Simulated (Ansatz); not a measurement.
**Several inputs for MgF2 with hydrogen replacing F**

Cell: a supercell of MgF2 (rutile type, P4_2/mnm) built from a COD entry, with all atoms left at the host's positions.

```
CELL_PARAMETERS angstrom
4.62500 4.62500 0.00000
-4.62500 4.62500 0.00000
0.00000 0.00000 9.15600
ATOMIC_POSITIONS crystal
Mg 0.00000 0.00000 0.00000
Mg 0.00000 0.00000 0.33333
Mg 0.00000 0.00000 0.66667
Mg 0.50000 0.50000 0.00000
Mg 0.50000 0.50000 0.33333
Mg 0.50000 0.50000 0.66667
Mg 0.50000 0.00000 0.16667
Mg 0.50000 0.00000 0.50000
Mg 0.50000 0.00000 0.83333
Mg 0.00000 0.50000 0.16667
Mg 0.00000 0.50000 0.50000
Mg 0.00000 0.50000 0.83333
H 0.30300 0.00000 0.00000
F 0.30300 0.00000 0.33333
F 0.30300 0.00000 0.66667
F 0.80300 0.50000 0.00000
F 0.80300 0.50000 0.33333
F 0.80300 0.50000 0.66667
F 0.50000 0.30300 0.16667
F 0.50000 0.30300 0.50000
F 0.50000 0.30300 0.83333
F 0.00000 0.80300 0.16667
F 0.00000 0.80300 0.50000
F 0.00000 0.80300 0.83333
F 0.69700 0.00000 0.00000
F 0.69700 0.00000 0.33333
F 0.69700 0.00000 0.66667
F 0.19700 0.50000 0.00000
F 0.19700 0.50000 0.33333
F 0.19700 0.50000 0.66667
F 0.50000 0.69700 0.16667
F 0.50000 0.69700 0.50000
F 0.50000 0.69700 0.83333
F 0.00000 0.19700 0.16667
F 0.00000 0.19700 0.50000
F 0.00000 0.19700 0.83333
```

Sites (sets of like atoms) are named by element and the number of their first atom in this list.

Reference run. Level of theory: DFT, PBE, plane waves and PAW, scalar-relativistic, 420 eV cutoff, Γ-centred 3×3×2 k-points, Fermi–Dirac smearing 0.01 eV (Ansatz 0.2.0).

It gives V_zz (10²¹ V/m²) H -0.47 (η 0.69), F25 -5.00 (η 0.41), Mg7 0.86 (η 0.02), among others. Each of these runs changes the input as listed (caps on SCF iterations aside):

A. scf.convergence.dr2_threshold: not typed → 1e-09
B. kpoints.mp_grid.grid: [3, 3, 2] → [2, 2, 1]

(1) How does each run end, and how far do the gradients move?

## Answers

(1) 

```csv
run,H V_zz (η),F25 V_zz (η),Mg7 V_zz (η),"largest change of a gradient tensor, all atoms",note
A,-0.47 (0.69),-5.00 (0.41),0.86 (0.02),0.00,converged
B,-0.47 (0.70),-4.98 (0.43),0.86 (0.00),0.07,converged; mesh coarser than the reference's
```

Run B moves them most, on F14 (V_zz from -4.92 to -4.95).

On the reference run: The defect repeats with the cell of 36 atoms, so it feels its images: sites between two images don't show the values beside a lone defect, and zeros or small values of η there can come from the images' arrangement. F and Mg carry a gradient in the pure host already, so the values there aren't the defect's effect alone. The neighbours have not yet relaxed around the defect (largest force 0.28 eV/Å), so a real crystal will differ.
